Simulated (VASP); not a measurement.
A run of VASP 6.6.1 is set up as follows.

Contents of INCAR:

```
  ALGO = Normal
  EDIFF = 1E-6
  EDIFFG = -0.01
  ENCUT = 600
  GGA = PS
  IBRION = 2
  ISIF = 3
  ISMEAR = 1
  LASPH = T
  LCHARG = F
  LREAL = F
  LWAVE = F
  NELM = 80
  NSW = 90
  PREC = Accurate
  SIGMA = 0.1
```

KPOINTS

```
k-points
0
Gamma
  14 14 14
```

POSCAR

```
HfN
1.0
    0.0000000000      2.2560000000      2.2560000000
    2.2560000000      0.0000000000      2.2560000000
    2.2560000000      2.2560000000      0.0000000000
Hf N
1 1
Direct
    0.0000000000      0.0000000000      0.0000000000
    0.5000000000      0.5000000000      0.5000000000
```

Potentials or basis: VASP PAW PBE potentials, release 64 (Hf_pv, N).

Launch:

```sh
$ cat potpaw_PBE.64/Hf_pv/POTCAR potpaw_PBE.64/N/POTCAR > POTCAR
$ mpirun -np 1 vasp_std > vasp.out
```

(1) Predict the band gap on the k mesh.

(2) What does it give for the relaxed cell?

Results:

(1) none (metal or under the smearing width).

(2) a = 3.175 Å, b = 3.175 Å, c = 3.175 Å, α = 60.00°, β = 60.00°, γ = 60.00°.
